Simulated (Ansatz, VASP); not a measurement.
## MgSi2N2 in VASP and in Ansatz

```xyz
5
Lattice="1.6332 -4.1327 0.0000 1.6332 4.1327 0.0000 0.0000 0.0000 5.4350" Properties=species:S:1:pos:R:3 pbc="T T T"
Mg    1.6332    0.0000    2.7175
Si    1.6332    2.9136    0.0000
Si    1.6332   -2.9136    0.0000
N     0.0000    0.0000    1.2955
N     0.0000    0.0000    4.1395
```

Alike in both runs: task relaxation of cell and atoms; functional PBE; k mesh 6 × 6 × 4; occupations gaussian, width 0.1 eV; no spin polarisation.

|  | VASP | Ansatz |
| --- | --- | --- |
| version | VASP 6.6.1 | Ansatz 0.2.0 |
| potentials or method | VASP PAW PBE potentials, release 64 (Mg, Si, N) | scalar-relativistic, plane waves, PAW |
| plane-wave cutoff (eV) | 600 | 420 |
| valence electrons in the cell | 20 | 28 |

Ansatz gave:

| Item | Value |
| --- | --- |
| gap on the k mesh at the Fermi level, each at its own relaxed structure (eV) | none |
| relaxed volume (Å³/atom) | 14.75 |
| relaxed cell length with the largest relative difference (Å) | 4.394 |
| energy change over the relaxation (meV/atom) | -7 |

Problem. Estimate VASP's values.

Solution. gap on the k mesh at the Fermi level, each at its own relaxed structure (eV): none; relaxed volume (Å³/atom): 14.72; relaxed cell length with the largest relative difference (Å): 4.388; energy change over the relaxation (meV/atom): -7.

A gap of «none» marks a metal or a gap that the smearing closes. The two sets of potentials don't hold the same shells in valence.
